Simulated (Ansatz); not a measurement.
H started midway between two neighbours in corundum Al2O3, 121 atoms, charge −1

All numbers come from Ansatz (PAW, plane waves, no spin–orbit coupling) at the single k point (¼, ¼, ¼) without its symmetry partners. The atoms were relaxed with PBEsol in a fixed cell; other functionals are single points on those atoms unless said otherwise. The valence top and gap of the host come from its small cell on a dense mesh, with the band extrema sought between the mesh points, lined up by the mean potential, PBEsol gap 6.03 eV, HSE06 gap 7.99 eV. The charge correction uses an assumed dielectric constant of 10.

Cell: a = 9.548 Å, b = 9.548 Å, c = 13.014 Å, α = 90.00°, β = 90.00°, γ = 120.00°.

Nearest atoms after relaxation, from the placed atom (for vacancies from the middle of the vacant sites): Al at 1.67 Å, Al at 1.67 Å, O at 2.14 Å, O at 2.14 Å, O at 2.14 Å, O at 2.14 Å, O at 2.14 Å, O at 2.14 Å.

Chemical potentials μ are those of reference phases of the elements at zero temperature by the same functional (the usual solids, diamond for C, grey Sn, and the molecules H2, N2, O2, F2, Cl2, Br2 and S8).

| functional | E(defect) − E(host) − Σ nμ + q·E_VBM (eV) | monopole (eV) | alignment (eV) | formation energy at E_F = VBM (eV) | moment (μB) | wall time, shared host |
| --- | --- | --- | --- | --- | --- | --- |
| PBEsol | 7.06 | 0.19 | 0.01 | 7.26 | 0 (no spin) | 67 s on NVIDIA H100 (relaxation) |

Estimate the formation energy and moment that HSE06 gives on these atoms.

8.67 eV at E_F = VBM (8.47 eV before the monopole term 0.19 eV and the alignment 0.01 eV), moment 0 (no spin).

HSE06 one-electron levels near the gap (the ten most localised at most), from the host's valence top, not corrected for the charge's images:

```csv
level (eV),spin,filling,atoms sharing it,element of the atom with most weight
3.11,both,2.00,3.8,H
```

All elements are taken at their own reference at once; growth conditions in equilibrium with the host shift these energies, by up to the host's formation enthalpy.

One k point and a cell of this size can leave errors of several tenths of an eV in such numbers.
